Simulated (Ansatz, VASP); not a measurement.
Given: the input of a run of VASP 6.6.1 on Si. 

File INCAR:

```
SYSTEM = Si
ALGO = Normal
EDIFF = 1E-7
EDIFFG = -0.01
ENCUT = 600
GGA = PS
IBRION = 2
ISIF = 3
ISMEAR = -1
IVDW = 13
LASPH = .True.
LCHARG = .False.
LREAL = .False.
LWAVE = .False.
NELM = 80
NSW = 40
PREC = Accurate
SIGMA = 0.05
```

KPOINTS

```
k-points
0
Gamma
  8 8 8
  0 0 0
```

File POSCAR:

```
Si
1.0
    0.0000000000      2.7218511865      2.7218511865
    2.7218511865      0.0000000000      2.7218511865
    2.7218511865      2.7218511865      0.0000000000
Si
2
Direct
    0.5000000000      0.5000000000      0.5000000000
    0.7500000000      0.7500000000      0.7500000000
```

Potentials or basis: VASP PAW PBE potentials, release 64 (Si).

Launch:

```bash
$ cat potpaw_PBE.64/Si/POTCAR > POTCAR
$ mpirun -np 1 vasp_std > vasp.out
```

**Question.** What does the same run look like in Ansatz 0.2.0? Potentials or basis there: Ansatz PAW, cutoff 420 eV.

**Answer.** As run (cutoffs and basis follow the program's own potentials, and thresholds, step limits or extra output files can differ):

Contents of input.yaml:

```yaml
crystal:
  lattice:
    - [0.0, 2.7218511865, 2.7218511865]
    - [2.7218511865, 0.0, 2.7218511865]
    - [2.7218511865, 2.7218511865, 0.0]
  atoms:
    - { symbol: Si, position: [0.5, 0.5, 0.5] }
    - { symbol: Si, position: [0.75, 0.75, 0.75] }
hamiltonian:
  xc: pbesol
  pseudopotentials: { kind: paw }
  dispersion: d4
kpoints:
  mp_grid: { grid: [8, 8, 8] }
scf:
  occupations: { method: fermi_dirac, width: 0.05 }
output:
  forces: true
  stress: true
relax:
  f_tol: 0.01
  max_steps: 40
  cell: { stress_tol: 0.05 }
```

Potentials or basis: Ansatz PAW.

The run is started by

```bash
$ ansatz run input.yaml --threads 2 --pin off --max-ram 5120MiB --backend cpu --events-out ev --progress --plain --runs-dir out
```

Both were run:

|  | VASP | Ansatz |
| --- | --- | --- |
| Relaxed volume | 19.79 Å³/atom | 19.77 Å³/atom |
| Relaxed cell | a = 3.825 Å, b = 3.825 Å, c = 3.825 Å, α = 60.00°, β = 60.00°, γ = 60.00° | a = 3.824 Å, b = 3.824 Å, c = 3.824 Å, α = 60.00°, β = 60.00°, γ = 60.00° |
| Space group after relaxing | Fd-3m (No. 227) | Fd-3m (No. 227) |
| Pressure after relaxing | 0.0 GPa | 0.0 GPa |

Ansatz's pressure holds a Pulay term of +0.03 GPa for its cutoff of 420 eV, which the other run lacks.

VASP's potentials were made for PBE. Ansatz's potentials were made for PBE.

Where Ansatz's input types no cutoff or centring, it takes its own default and a Γ-centred mesh.

Pressure is positive in compression.
